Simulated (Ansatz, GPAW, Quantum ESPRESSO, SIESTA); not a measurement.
**One calculation of CaO, 4 ways**

```
CELL_PARAMETERS angstrom
0.00000 2.40356 2.40356
2.40356 0.00000 2.40356
2.40356 2.40356 0.00000
ATOMIC_POSITIONS crystal
Ca 0.00000 0.00000 0.00000
O 0.50000 0.50000 0.50000
```

The cell is a database's computed one, not the measured one.

Alike in all runs: task band structure; functional BLYP; k mesh 10 × 10 × 10; occupations fermi-dirac, width 0.05 eV; no spin polarisation; no spin-orbit coupling. Pressure is positive in compression and, in plane waves, holds the error of the finite cutoff. Gaps are the smaller of the mesh's and the band path's.

```tsv
program and potentials	plane-wave cutoff (eV)	notes	band gap (eV)	pressure (GPa)
Quantum ESPRESSO, SG15 PBE 1.2	1197	potentials made for PBE	3.76	4.19
Ansatz, all-electron LAPW, scalar-relativistic	-	-	3.75	4.32
SIESTA, files PseudoDojo sr-pbe-0.4.1-standard, DZP (energy shift 0.003 Ry; two zetas on semicore shells; d shell added on Ca)	-	atomic basis; potentials made for PBE	3.72	5.75
GPAW, PAW data sets generated for this functional	800	-	3.78	4.83
```

The band gap spans 3.72 (SIESTA, files PseudoDojo sr-pbe-0.4.1-standard, DZP (energy shift 0.003 Ry; two zetas on semicore shells; d shell added on Ca)) to 3.78 eV (GPAW, PAW data sets generated for this functional), with all-electron results at 3.75. The pressure spans 4.19 (Quantum ESPRESSO, SG15 PBE 1.2) to 5.75 GPa (SIESTA, files PseudoDojo sr-pbe-0.4.1-standard, DZP (energy shift 0.003 Ry; two zetas on semicore shells; d shell added on Ca)), with all-electron results at 4.32. Rows in atomic bases carry the error of their basis and grid, which can be large.

Differences between rows come from potentials, basis sets and numerical settings, since the functional is the same but for its coding. Runs on potential files found faulty are left out.
